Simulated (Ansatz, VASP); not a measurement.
Two plane-wave programs on Be2C

Contents of INCAR:

```
PREC = Accurate
ENCUT = 520
EDIFF = 1E-7
ISMEAR = -1
SIGMA = 0.05
LREAL = F
LASPH = T
NELM = 100
ALGO = Normal
ISIF = 2
LWAVE = F
LCHARG = F
GGA = PE
NBANDS = 11
```

File KPOINTS:

```
Automatic mesh
0
Gamma
  11 11 11
```

The input POSCAR:

```
Be2C
1.0
    0.0000000000      2.1934901093      2.1934901093
    2.1934901093      0.0000000000      2.1934901093
    2.1934901093      2.1934901093      0.0000000000
C Be
1 2
Direct
    0.0000000000      0.0000000000      0.0000000000
    0.7500000000      0.7500000000      0.7500000000
    0.2500000000      0.2500000000      0.2500000000
```

The input input.yaml:

```yaml
crystal:
  lattice:
    - [0.0, 2.1934901093, 2.1934901093]
    - [2.1934901093, 0.0, 2.1934901093]
    - [2.1934901093, 2.1934901093, 0.0]
  atoms:
    - { symbol: C, position: [0.0, 0.0, 0.0] }
    - { symbol: Be, position: [0.75, 0.75, 0.75] }
    - { symbol: Be, position: [0.25, 0.25, 0.25] }
hamiltonian:
  xc: pbe
  pseudopotentials: { kind: paw }
kpoints:
  mp_grid: { grid: [11, 11, 11] }
scf:
  occupations: { method: fermi_dirac, width: 0.05 }
output:
  forces: true
  stress: true
  eigenvalues: true
  write_density: true
  write_potential: true
  elf: true
  volumetric_format: npy
```

Change from the starting cell: volume scaled by 1.04.

Alike in both runs: task single point; functional PBE; k mesh 11 × 11 × 11; occupations fermi-dirac, width 0.05 eV; no spin polarisation.

|  | VASP | Ansatz |
| --- | --- | --- |
| version | VASP 6.6.1 | Ansatz 0.2.0 |
| potentials or method | VASP PAW PBE potentials, release 64 (C, Be) | Ansatz PAW |
| plane-wave cutoff (eV) | 520 | 420 |
| valence electrons in the cell | 8 | 8 |

|  | VASP | Ansatz | Ansatz less VASP |
| --- | --- | --- | --- |
| gap on the k mesh at the Fermi level (eV) | 1.23 | 1.25 | +0.012 |
| least direct gap on the mesh (eV) | 4.05 | 4.06 | +0.008 |
| pressure (GPa) | -7.2 | -7.6 | -0.35 |

Caveats: an odd mesh through Γ misses points on the zone boundary, where band edges often lie (VASP); odd divisions of the mesh miss points on the zone boundary, where band edges often lie, so the gap on the mesh can be too wide (Ansatz).
